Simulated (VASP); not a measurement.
# KF (Pm-3m) in VASP: further runs

The runs below take KF through single point, with PBE, RPBE.

Everything below comes from runs of VASP 6.6.1. Logs are shortened: lines on timing, memory, paths and dates and some standing lists are left out, and cuts for length are marked.

### Step 1. The crystal as given

It takes space group Pm-3m (No. 221, cubic). The conventional cell has a = 3.259 Å, b = 3.259 Å, c = 3.259 Å, α = 90.00°, β = 90.00°, γ = 90.00°. K (site symmetry m-3m) is surrounded by 8 F at 2.82 Å. Around F (site symmetry m-3m) lie 8 K at 2.82 Å.

The cell comes from a database or a generator and needn't be the stable form of this composition.

### Step 2. Single point, PBE

Input file INCAR:

```
PREC = Accurate ; ENCUT = 450
EDIFF = 1E-6 ; ISMEAR = 0
SIGMA = 0.02 ; LREAL = False
LASPH = True ; NELM = 80
ALGO = Fast ; ISIF = 2
LWAVE = False ; LCHARG = False
GGA = PE ; NBANDS = 15
```

Input file KPOINTS:

```
Automatic mesh
0
Gamma
  4 4 4
```

Input file POSCAR:

```
KF
1.0
    3.2589550000      0.0000000000      0.0000000000
    0.0000000000      3.2589550000      0.0000000000
    0.0000000000      0.0000000000      3.2589550000
K F
1 1
Direct
    0.0000000000      0.0000000000      0.0000000000
    0.5000000000      0.5000000000      0.5000000000
```

Potentials or basis: VASP PAW PBE potentials, release 64 (K_sv_GW, F_GW).

On the command line:

```sh
$ cat potpaw_PBE.64/K_sv_GW/POTCAR potpaw_PBE.64/F_GW/POTCAR > POTCAR
$ mpirun -np 1 vasp_std > vasp.out
```

OUTCAR:

```text
PREC = Accurate
   ENCUT = 450
   EDIFF = 1E-6
   ISMEAR = 0
   LREAL = False
   LASPH = True
   NELM = 80
   ISIF = 2
   GGA = PE

 ion  position               nearest neighbor table
   1  0.000  0.000  0.000-
   2  0.500  0.500  0.500-

  LATTYP: Found a simple cubic cell.
 ALAT       =     3.2589550000

  Lattice vectors:

 A1 = (   3.2589550000,   0.0000000000,   0.0000000000)
 A2 = (   0.0000000000,   3.2589550000,   0.0000000000)
 A3 = (   0.0000000000,   0.0000000000,   3.2589550000)

Analysis of symmetry for initial positions (statically):
=====================================================================
 Subroutine PRICEL returns:
 Original cell was already a primitive cell.

 Routine SETGRP: Setting up the symmetry group for a
 simple cubic supercell.

 Subroutine GETGRP returns: Found 48 space group operations
 (whereof 48 operations were pure point group operations)
 out of a pool of 48 trial point group operations.

The static configuration has the point symmetry O_h .

Analysis of symmetry for dynamics (positions and initial velocities):
=====================================================================
 Subroutine PRICEL returns:
 Original cell was already a primitive cell.

 Routine SETGRP: Setting up the symmetry group for a
 simple cubic supercell.

 Subroutine GETGRP returns: Found 48 space group operations
 (whereof 48 operations were pure point group operations)
 out of a pool of 48 trial point group operations.

The dynamic configuration has the point symmetry O_h .

 Subroutine INISYM returns: Found 48 space group operations
 (whereof 48 operations are pure point group operations),
 and found     1 'primitive' translations

----------------------------------------------------------------------------------------

                                     Primitive cell

  volume of cell :      34.6127

  direct lattice vectors                    reciprocal lattice vectors
     3.258955000  0.000000000  0.000000000     0.306846827  0.000000000  0.000000000
     0.000000000  3.258955000  0.000000000     0.000000000  0.306846827  0.000000000
     0.000000000  0.000000000  3.258955000     0.000000000  0.000000000  0.306846827

  length of vectors
     3.258955000  3.258955000  3.258955000     0.306846827  0.306846827  0.306846827

  position of ions in fractional coordinates (direct lattice)
     0.000000000  0.000000000  0.000000000
     0.500000000  0.500000000  0.500000000

  ion indices of the primitive-cell ions
   primitive index   ion index
                 1           1
                 2           2

----------------------------------------------------------------------------------------

 KPOINTS: Automatic mesh

Automatic generation of k-mesh.
 Grid dimensions read from file:
 generate k-points for:    4    4    4

 Generating k-lattice:

  Cartesian coordinates                     Fractional coordinates (reciprocal lattice)
     0.076711707  0.000000000  0.000000000     0.250000000  0.000000000  0.000000000
     0.000000000  0.076711707  0.000000000     0.000000000  0.250000000  0.000000000
     0.000000000  0.000000000  0.076711707     0.000000000  0.000000000  0.250000000

  Length of vectors
     0.076711707  0.076711707  0.076711707

  Shift w.r.t. Gamma in fractional coordinates (k-lattice)
     0.000000000  0.000000000  0.000000000

 Subroutine IBZKPT returns following result:
 ===========================================

 Found     10 irreducible k-points:

 Following reciprocal coordinates:
            Coordinates               Weight
  0.000000  0.000000  0.000000      1.000000
  0.250000  0.000000  0.000000      6.000000
  0.500000  0.000000  0.000000      3.000000
  0.250000  0.250000  0.000000     12.000000
  0.500000  0.250000  0.000000     12.000000
  0.500000  0.500000  0.000000      3.000000
  0.250000  0.250000  0.250000      8.000000
  0.500000  0.250000  0.250000     12.000000
  0.500000  0.500000  0.250000      6.000000
  0.500000  0.500000  0.500000      1.000000
   k-points           NKPTS =     10   k-points in BZ     NKDIM =     10   number of bands    NBANDS=     15
   number of dos      NEDOS =    301   number of ions     NIONS =      2
   total plane-waves  NPLWV =  13824
   dimension x,y,z NGX =    24 NGY =   24 NGZ =   24
   dimension x,y,z NGXF=    48 NGYF=   48 NGZF=   48
   ions per type =               1   1
   NGX,Y,Z   is equivalent  to a cutoff of  12.24, 12.24, 12.24 a.u.
   NGXF,Y,Z  is equivalent  to a cutoff of  24.49, 24.49, 24.49 a.u.
 SYSTEM =  unknown system
   PREC   = accura    normal or accurate (medium, high low for compatibility)
   ISTART =      0    job   : 0-new  1-cont  2-samecut
   ICHARG =      2    charge: 1-file 2-atom 10-const
   ISPIN  =      1    spin polarized calculation?
   LNONCOLLINEAR =      F non collinear calculations
   LSORBIT =      F    spin-orbit coupling
   LASPH  =      T    aspherical Exc in radial PAW
   ENCUT  =  450.0 eV  33.07 Ry    5.75 a.u.   5.64  5.64  5.64*2*pi/ulx,y,z
   NELM   =     80;   NELMIN=  2; NELMDL= -5     # of ELM steps
   EDIFF  = 0.1E-05   stopping-criterion for ELM
   LREAL  =      F    real-space projection
   EDIFFG = 0.1E-04   stopping-criterion for IOM
   NSW    =      0    number of steps for IOM
   IBRION =     -1    ionic relax: 0-MD 1-quasi-New 2-CG
   NFREE  =      0    steps in history (QN), initial steepest desc. (CG)
   ISIF   =      2    stress and relaxation
   ISYM   =      2    0-nonsym 1-usesym 2-fastsym
   POTIM  = 0.5000    time-step for ionic-motion
   TEBEG  =    0.0;   TEEND  =   0.0 temperature during run
   PSTRESS=    0.0 pullay stress
   NELECT =      16.0000    total number of electrons
   NUPDOWN=      -1.0000    fix difference up-down
   EMIN   =  10.00;   EMAX   =-10.00  energy-range for DOS
   EFERMI =   0.00;   METHOD = LEGACY
   ISMEAR =     0;   SIGMA  =   0.02  broadening in eV -4-tet -1-fermi 0-gaus
   EFERMI_NEDOS =   21; number of points for ismear=-14 and -15
   IALGO  =     68    algorithm
   IMIX   =      4    mixing-type and parameters
     AMIX     =   0.40;   BMIX     =  1.00
     AMIX_MAG =   1.60;   BMIX_MAG =  1.00
  volume/ion in A,a.u.               =      17.31       116.79
  Fermi-wavevector in a.u.,A,eV,Ry     =   1.265814  2.392041 21.800402  1.602284
  Thomas-Fermi vector in A             =   2.399047
   LORBIT       =      0    0 simple, 1 ext, 2 COOP (PROOUT), +10 PAW based schemes
   GGA     = PE    functional components
   LHFCALC =     F    Hartree Fock is set to
   AEXX    =    0.0000 exact exchange contribution
   IVDW    =     0    specifies the selected vdW correction
   LEPSILON=     F    determine dielectric tensor
   LRPA    =     F    only Hartree local field effects (RPA)
 non-spin polarized calculation
 RMM-DIIS sequential band-by-band and
 Gauss-broadening in eV      SIGMA  =   0.02
  energy-cutoff  :      450.00
  volume of cell :       34.61
 maximum number of plane-waves:       768
 NGX is ok and might be reduce to    24
   NGX = 11   NGY = 11   NGZ = 11

 number of electron      15.9999989 magnetization

 Free energy of the ion-electron system (eV)
  ---------------------------------------------------
  ext. energy  EPLUGINS =         0.00000000
  ---------------------------------------------------
  free energy    TOTEN  =       -10.58114261 eV

  energy without entropy =      -10.58114261  energy(sigma->0) =      -10.58114261

 E-fermi :   0.6722     XC(G=0):  -9.0215

 val. band max:        0.5459939937   @ k =   0.5000   0.5000   0.0000
 cond. band min:       6.8354127462   @ k =   0.0000   0.0000   0.0000
 fundamental gap:      6.2894187525
 Fermi energy:         0.6721910378

 k-point     1 :       0.0000    0.0000    0.0000
  band No.  band energies     occupation
      1     -26.4339      2.00000
      2     -18.3381      2.00000
      3      -9.4653      2.00000
      4      -9.4653      2.00000
      5      -9.4653      2.00000
      6       0.5078      2.00000
      7       0.5078      2.00000
      8       0.5078      2.00000
      9       6.8354      0.00000
     10       8.8715      0.00000
     11       8.8715      0.00000
     12      14.2091      0.00000
     13      14.2091      0.00000
     14      14.2091      0.00000
     15      21.3793      0.00000

 k-point     2 :       0.2500    0.0000    0.0000
  band No.  band energies     occupation
      1     -26.3722      2.00000
      2     -18.3526      2.00000
      3      -9.8170      2.00000
      4      -9.4109      2.00000
      5      -9.4109      2.00000
      6      -0.1284      2.00000
      7       0.4530      2.00000
      8       0.4530      2.00000
      9       8.2603      0.00000
     10       9.3067      0.00000
     11      10.0922      0.00000
     12      13.4687      0.00000
     13      13.4687      0.00000
     14      14.3590      0.00000
     15      18.8650      0.00000

 k-point     3 :       0.5000    0.0000    0.0000
  band No.  band energies     occupation
      1     -26.3089      2.00000
      2     -18.3693      2.00000
      3     -10.1399      2.00000
      4      -9.3555      2.00000
      5      -9.3555      2.00000
      6      -0.6527      2.00000
      7       0.3951      2.00000
      8       0.3951      2.00000
      9       9.8546      0.00000
     10       9.9308      0.00000
     11      11.4037      0.00000
     12      12.8930      0.00000
     13      12.8930      0.00000
     14      14.5177      0.00000
     15      17.2648      0.00000
[... 91 lines left out ...]
 k-point     9 :       0.5000    0.5000    0.2500
  band No.  band energies     occupation
      1     -26.1576      2.00000
      2     -18.2113      2.00000
      3     -10.1384      2.00000
      4     -10.1384      2.00000
      5      -9.6700      2.00000
      6      -0.2541      2.00000
      7      -0.2541      2.00000
      8       0.0061      2.00000
      9      10.0175      0.00000
     10      11.4825      0.00000
     11      11.5208      0.00000
     12      11.5208      0.00000
     13      15.4089      0.00000
     14      15.4089      0.00000
     15      15.6529      0.00000

 k-point    10 :       0.5000    0.5000    0.5000
  band No.  band energies     occupation
      1     -26.1089      2.00000
      2     -18.1690      2.00000
      3     -10.0387      2.00000
      4     -10.0387      2.00000
      5     -10.0387      2.00000
      6      -0.4623      2.00000
      7      -0.4623      2.00000
      8      -0.4623      2.00000
      9      10.9909      0.00000
     10      10.9909      0.00000
     11      10.9909      0.00000
     12      15.7047      0.00000
     13      15.7047      0.00000
     14      15.7047      0.00000
     15      15.7213      0.00000

------------------------ aborting loop because EDIFF is reached ----------------------------------------

  FORCE on cell =-STRESS in cart. coord.  units (eV):
  Direction    XX          YY          ZZ          XY          YZ          ZX
  --------------------------------------------------------------------------------------
  -------------------------------------------------------------------------------------
  Total       -1.7840925     -1.7840925     -1.7840925     -0.0000000      0.0000000      0.0000000
  in kB      -82.5834199    -82.5834199    -82.5834199     -0.0000000      0.0000000      0.0000000
  external PRESSURE =     -82.5834199 kB  Pullay stress =       0.0000000 kB

 VOLUME and BASIS-vectors are now :
 -----------------------------------------------------------------------------
  energy-cutoff  :      450.00
  volume of cell :       34.61
      direct lattice vectors                 reciprocal lattice vectors
     3.258955000  0.000000000  0.000000000     0.306846827  0.000000000  0.000000000
     0.000000000  3.258955000  0.000000000     0.000000000  0.306846827  0.000000000
     0.000000000  0.000000000  3.258955000     0.000000000  0.000000000  0.306846827

 POSITION                                       TOTAL-FORCE (eV/Angst)
 -----------------------------------------------------------------------------------
      0.00000      0.00000      0.00000         0.000000      0.000000      0.000000
      1.62948      1.62948      1.62948         0.000000      0.000000      0.000000
 -----------------------------------------------------------------------------------
    total drift:                                0.000000      0.000000     -0.000000

  FREE ENERGIE OF THE ION-ELECTRON SYSTEM (eV)
  ---------------------------------------------------
  free  energy   TOTEN  =       -10.5811426076 eV

  energy  without entropy=      -10.5811426076  energy(sigma->0) =      -10.58114261
```

It took 10 s on 1 thread of Intel Xeon Platinum 8375C at 2.90GHz (Ice Lake), shared host; peak memory 0.13 GiB.

The run converged, but a check on its numbers failed (symmetry, net force, bounds or a known fault of this set-up), so they aren't taken as properties of the crystal.

Caveat: the k mesh is coarse (spacing up to 0.48 Å⁻¹), so the values aren't converged; the cutoff lies under the usual one of these potentials, so the numbers hold a large basis-set error.

(Part 1 of 2 ends here.)
